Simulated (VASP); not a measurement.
# CsPbCl3 (R32) in VASP: single point with PBE

Aim: the single point of CsPbCl3 with PBE.

All numbers are computed with VASP 6.6.1; they aren't measurements. Logs are shortened: lines on timing, memory, paths and dates and some standing lists are left out, and cuts for length are marked.

## (1) Starting point

It takes space group R32 (No. 155, trigonal). Conventional cell: a = 8.006 Å, b = 8.006 Å, c = 9.887 Å, α = 90.00°, β = 90.00°, γ = 120.00°. Cs (site symmetry 32) has 12 Cl at 3.85 to 4.15 Å as nearest neighbours. Around Pb (site symmetry 32) lie 6 Cl at 2.84 Å. Around Cl (site symmetry 2) lie 2 Pb at 2.84 Å.

The cell comes from a database or a generator and needn't be the stable form of this composition.

## (2) Single point, PBE

Input file INCAR:

```
  PREC = Accurate
  ENCUT = 520
  EDIFF = 1E-6
  ISMEAR = 0
  SIGMA = 0.1
  LREAL = F
  LASPH = T
  NELM = 100
  ALGO = Fast
  ISIF = 2
  LWAVE = F
  LCHARG = T
  GGA = PE
  LELF = T
  LVHAR = T
  NBANDS = 30
```

Input file KPOINTS:

```
Automatic mesh
0
Gamma
  3 3 3
```

Input file POSCAR:

```
CsPbCl3
1.0
    4.0031551156      2.3112226836      3.2955554574
   -4.0031551156      2.3112226836      3.2955554574
    0.0000000000     -4.6224453672      3.2955554574
Cs Pb Cl
1 1 3
Direct
    0.5000000000      0.5000000000      0.5000000000
    0.0000000000      0.0000000000      0.0000000000
    0.5000000000      0.0186003000      0.9813997000
    0.0186003000      0.9813997000      0.5000000000
    0.9813997000      0.5000000000      0.0186003000
```

Potentials or basis: VASP PAW PBE potentials, release 64 (Cs_sv, Pb_d, Cl).

Launch:

```
cat potpaw_PBE.64/Cs_sv/POTCAR potpaw_PBE.64/Pb_d/POTCAR potpaw_PBE.64/Cl/POTCAR > POTCAR
mpirun -np 1 vasp_std > vasp.out
```

OUTCAR:

```text
PREC = Accurate
   ENCUT = 520
   EDIFF = 1E-6
   ISMEAR = 0
   LREAL = F
   LASPH = T
   NELM = 100
   ISIF = 2
   GGA = PE

 ion  position               nearest neighbor table
   1  0.500  0.500  0.500-
   2  0.000  0.000  0.000-   5 2.84   3 2.84   5 2.84   3 2.84   4 2.84   4 2.84
   3  0.500  0.019  0.981-   2 2.84   2 2.84
   4  0.019  0.981  0.500-   2 2.84   2 2.84
   5  0.981  0.500  0.019-   2 2.84   2 2.84

  LATTYP: Found a trigonal (rhomboedric) cell.
 ALAT       =     5.6769434510
 COS(alpha) =     0.0054979182

  Lattice vectors:

 A1 = (   4.0031551156,   2.3112226836,   3.2955554574)
 A2 = (  -4.0031551156,   2.3112226836,   3.2955554574)
 A3 = (   0.0000000000,  -4.6224453672,   3.2955554574)

Analysis of symmetry for initial positions (statically):
=====================================================================
 Subroutine PRICEL returns:
 Original cell was already a primitive cell.

 Routine SETGRP: Setting up the symmetry group for a
 trigonal (rhombohedral) supercell.

 Subroutine GETGRP returns: Found  6 space group operations
 (whereof  6 operations were pure point group operations)
 out of a pool of 12 trial point group operations.

The static configuration has the point symmetry D_3 .

Analysis of symmetry for dynamics (positions and initial velocities):
=====================================================================
 Subroutine PRICEL returns:
 Original cell was already a primitive cell.

 Routine SETGRP: Setting up the symmetry group for a
 trigonal (rhombohedral) supercell.

 Subroutine GETGRP returns: Found  6 space group operations
 (whereof  6 operations were pure point group operations)
 out of a pool of 12 trial point group operations.

The dynamic configuration has the point symmetry D_3 .

 Subroutine INISYM returns: Found  6 space group operations
 (whereof  6 operations are pure point group operations),
 and found     1 'primitive' translations

----------------------------------------------------------------------------------------

                                     Primitive cell

  volume of cell :     182.9465

  direct lattice vectors                    reciprocal lattice vectors
     4.003155116  2.311222684  3.295555457     0.124901480  0.072111903  0.101146328
    -4.003155116  2.311222684  3.295555457    -0.124901480  0.072111903  0.101146328
     0.000000000 -4.622445367  3.295555457     0.000000000 -0.144223807  0.101146328

  length of vectors
     5.676943451  5.676943451  5.676943451     0.176156425  0.176156425  0.176156425

  position of ions in fractional coordinates (direct lattice)
     0.500000000  0.500000000  0.500000000
     0.000000000  0.000000000  0.000000000
     0.500000000  0.018600300  0.981399700
     0.018600300  0.981399700  0.500000000
     0.981399700  0.500000000  0.018600300

  ion indices of the primitive-cell ions
   primitive index   ion index
                 1           1
                 2           2
                 3           3
                 4           4
                 5           5

----------------------------------------------------------------------------------------

 KPOINTS: Automatic mesh

Automatic generation of k-mesh.
 Grid dimensions read from file:
 generate k-points for:    3    3    3

 Generating k-lattice:

  Cartesian coordinates                     Fractional coordinates (reciprocal lattice)
     0.041633827  0.024037301  0.033715443     0.333333333 -0.000000000  0.000000000
    -0.041633827  0.024037301  0.033715443    -0.000000000  0.333333333  0.000000000
     0.000000000 -0.048074602  0.033715443     0.000000000  0.000000000  0.333333333

  Length of vectors
     0.058718808  0.058718808  0.058718808

  Shift w.r.t. Gamma in fractional coordinates (k-lattice)
     0.000000000  0.000000000  0.000000000

 Subroutine IBZKPT returns following result:
 ===========================================

 Found      6 irreducible k-points:

 Following reciprocal coordinates:
            Coordinates               Weight
  0.000000  0.000000  0.000000      1.000000
  0.333333  0.000000  0.000000      6.000000
  0.333333  0.333333  0.000000      6.000000
 -0.333333  0.333333  0.000000      6.000000
  0.333333  0.333333  0.333333      2.000000
 -0.333333  0.333333  0.333333      6.000000
   k-points           NKPTS =      6   k-points in BZ     NKDIM =      6   number of bands    NBANDS=     30
   number of dos      NEDOS =    301   number of ions     NIONS =      5
   total plane-waves  NPLWV =  74088
   dimension x,y,z NGX =    42 NGY =   42 NGZ =   42
   dimension x,y,z NGXF=    84 NGYF=   84 NGZF=   84
   ions per type =               1   1   3
   NGX,Y,Z   is equivalent  to a cutoff of  12.30, 12.30, 12.30 a.u.
   NGXF,Y,Z  is equivalent  to a cutoff of  24.60, 24.60, 24.60 a.u.
 SYSTEM =  unknown system
   PREC   = accura    normal or accurate (medium, high low for compatibility)
   ISTART =      0    job   : 0-new  1-cont  2-samecut
   ICHARG =      2    charge: 1-file 2-atom 10-const
   ISPIN  =      1    spin polarized calculation?
   LNONCOLLINEAR =      F non collinear calculations
   LSORBIT =      F    spin-orbit coupling
   LASPH  =      T    aspherical Exc in radial PAW
   ENCUT  =  520.0 eV  38.22 Ry    6.18 a.u.  10.56 10.56 10.56*2*pi/ulx,y,z
   NELM   =    100;   NELMIN=  2; NELMDL= -5     # of ELM steps
   EDIFF  = 0.1E-05   stopping-criterion for ELM
   LREAL  =      F    real-space projection
   EDIFFG = 0.1E-04   stopping-criterion for IOM
   NSW    =      0    number of steps for IOM
   IBRION =     -1    ionic relax: 0-MD 1-quasi-New 2-CG
   NFREE  =      0    steps in history (QN), initial steepest desc. (CG)
   ISIF   =      2    stress and relaxation
   ISYM   =      2    0-nonsym 1-usesym 2-fastsym
   POTIM  = 0.5000    time-step for ionic-motion
   TEBEG  =    0.0;   TEEND  =   0.0 temperature during run
   PSTRESS=    0.0 pullay stress
   NELECT =      44.0000    total number of electrons
   NUPDOWN=      -1.0000    fix difference up-down
   EMIN   =  10.00;   EMAX   =-10.00  energy-range for DOS
   EFERMI =   0.00;   METHOD = LEGACY
   ISMEAR =     0;   SIGMA  =   0.10  broadening in eV -4-tet -1-fermi 0-gaus
   EFERMI_NEDOS =   21; number of points for ismear=-14 and -15
   IALGO  =     68    algorithm
   IMIX   =      4    mixing-type and parameters
     AMIX     =   0.40;   BMIX     =  1.00
     AMIX_MAG =   1.60;   BMIX_MAG =  1.00
  volume/ion in A,a.u.               =      36.59       246.92
  Fermi-wavevector in a.u.,A,eV,Ry     =   1.018086  1.923903 14.102420  1.036499
  Thomas-Fermi vector in A             =   2.151523
   LORBIT       =      0    0 simple, 1 ext, 2 COOP (PROOUT), +10 PAW based schemes
   GGA     = PE    functional components
   LHFCALC =     F    Hartree Fock is set to
   AEXX    =    0.0000 exact exchange contribution
   IVDW    =     0    specifies the selected vdW correction
   LEPSILON=     F    determine dielectric tensor
   LRPA    =     F    only Hartree local field effects (RPA)
 non-spin polarized calculation
 RMM-DIIS sequential band-by-band and
 Gauss-broadening in eV      SIGMA  =   0.10
  energy-cutoff  :      520.00
  volume of cell :      182.95
 maximum number of plane-waves:      4945
 NGX is ok and might be reduce to    42
   NGX = 21   NGY = 21   NGZ = 21

 number of electron      44.0000008 magnetization

 Free energy of the ion-electron system (eV)
  ---------------------------------------------------
  ext. energy  EPLUGINS =         0.00000000
  ---------------------------------------------------
  free energy    TOTEN  =       -17.62784117 eV

  energy without entropy =      -17.62784117  energy(sigma->0) =      -17.62784117

 E-fermi :   0.6554     XC(G=0):  -7.6577

 val. band max:        0.1487462042   @ k =   0.3333   0.3333   0.3333
 cond. band min:       4.1363670823   @ k =   0.3333   0.3333   0.3333
 fundamental gap:      3.9876208781
 Fermi energy:         0.6553934350

 k-point     1 :       0.0000    0.0000    0.0000
  band No.  band energies     occupation
      1     -19.8418      2.00000
      2     -15.2928      2.00000
      3     -15.2928      2.00000
      4     -15.1030      2.00000
      5     -15.1030      2.00000
      6     -15.1001      2.00000
[... 22 lines left out ...]
     29       7.3572      0.00000
     30       7.3838      0.00000

 k-point     2 :       0.3333    0.0000    0.0000
  band No.  band energies     occupation
      1     -19.8405      2.00000
      2     -15.2927      2.00000
      3     -15.2299      2.00000
      4     -15.1044      2.00000
      5     -15.1033      2.00000
      6     -15.1006      2.00000
[... 22 lines left out ...]
     29       7.1396      0.00000
     30       7.9153      0.00000

 k-point     3 :       0.3333    0.3333    0.0000
  band No.  band energies     occupation
      1     -19.8394      2.00000
      2     -15.2629      2.00000
      3     -15.1924      2.00000
      4     -15.1050      2.00000
      5     -15.1041      2.00000
      6     -15.1012      2.00000
[... 22 lines left out ...]
     29       7.5129      0.00000
     30       7.7123      0.00000

 k-point     4 :      -0.3333    0.3333    0.0000
  band No.  band energies     occupation
      1     -19.8394      2.00000
      2     -15.2629      2.00000
      3     -15.1922      2.00000
      4     -15.1054      2.00000
      5     -15.1040      2.00000
      6     -15.1012      2.00000
[... 22 lines left out ...]
     29       7.4969      0.00000
     30       7.7606      0.00000

 k-point     5 :       0.3333    0.3333    0.3333
  band No.  band energies     occupation
      1     -19.8383      2.00000
      2     -15.1930      2.00000
      3     -15.1917      2.00000
      4     -15.1054      2.00000
      5     -15.1051      2.00000
      6     -15.1018      2.00000
[... 22 lines left out ...]
     29       7.5414      0.00000
     30       7.7701      0.00000

 k-point     6 :      -0.3333    0.3333    0.3333
  band No.  band energies     occupation
      1     -19.8383      2.00000
      2     -15.1925      2.00000
      3     -15.1919      2.00000
      4     -15.1057      2.00000
      5     -15.1052      2.00000
      6     -15.1018      2.00000
[... 22 lines left out ...]
     29       7.5613      0.00000
     30       7.8433      0.00000

------------------------ aborting loop because EDIFF is reached ----------------------------------------

  FORCE on cell =-STRESS in cart. coord.  units (eV):
  Direction    XX          YY          ZZ          XY          YZ          ZX
  --------------------------------------------------------------------------------------
  -------------------------------------------------------------------------------------
  Total        0.4925036      0.4925036      0.4609652      0.0000000      0.0000000      0.0000000
  in kB        4.3131636      4.3131636      4.0369621      0.0000000      0.0000000      0.0000000
  external PRESSURE =       4.2210964 kB  Pullay stress =       0.0000000 kB

 VOLUME and BASIS-vectors are now :
 -----------------------------------------------------------------------------
  energy-cutoff  :      520.00
  volume of cell :      182.95
      direct lattice vectors                 reciprocal lattice vectors
     4.003155116  2.311222684  3.295555457     0.124901480  0.072111903  0.101146328
    -4.003155116  2.311222684  3.295555457    -0.124901480  0.072111903  0.101146328
     0.000000000 -4.622445367  3.295555457     0.000000000 -0.144223807  0.101146328

 POSITION                                       TOTAL-FORCE (eV/Angst)
 -----------------------------------------------------------------------------------
      0.00000      0.00000      4.94333        -0.000000      0.000000     -0.000000
      0.00000      0.00000      0.00000        -0.000000     -0.000000     -0.000000
      1.92712     -3.33787      4.94333         0.020167     -0.034930     -0.000000
     -3.85424      0.00000      4.94333        -0.040333     -0.000000      0.000000
      1.92712      3.33787      4.94333         0.020167      0.034930     -0.000000
 -----------------------------------------------------------------------------------
    total drift:                               -0.000001      0.000000     -0.000000

  FREE ENERGIE OF THE ION-ELECTRON SYSTEM (eV)
  ---------------------------------------------------
  free  energy   TOTEN  =       -17.6278411740 eV

  energy  without entropy=      -17.6278411740  energy(sigma->0) =      -17.62784117
```

Run time: 36 s. Hardware: 1 thread of Intel Xeon Platinum 8259CL at 2.50GHz (Skylake/Cascade Lake), shared host; peak memory 0.27 GiB.

What came out:

```
Free energy            : -17.6278 eV
Pressure               : 0.4 GPa
Largest force          : 0.040 eV/Å
Band gap on the k mesh : 3.99 eV, direct
```

Forces in eV/Å, atoms in the order of the input:
```
Cs   0.000  0.000  0.000
Pb   0.000  0.000  0.000
Cl   0.020 -0.035  0.000
Cl  -0.040  0.000  0.000
Cl   0.020  0.035  0.000
```

Caveat: spin-orbit coupling is left out, which as a rule narrows the gap of such compounds by several tenths of an eV; an odd mesh through Γ misses points on the zone boundary, where band edges often lie.
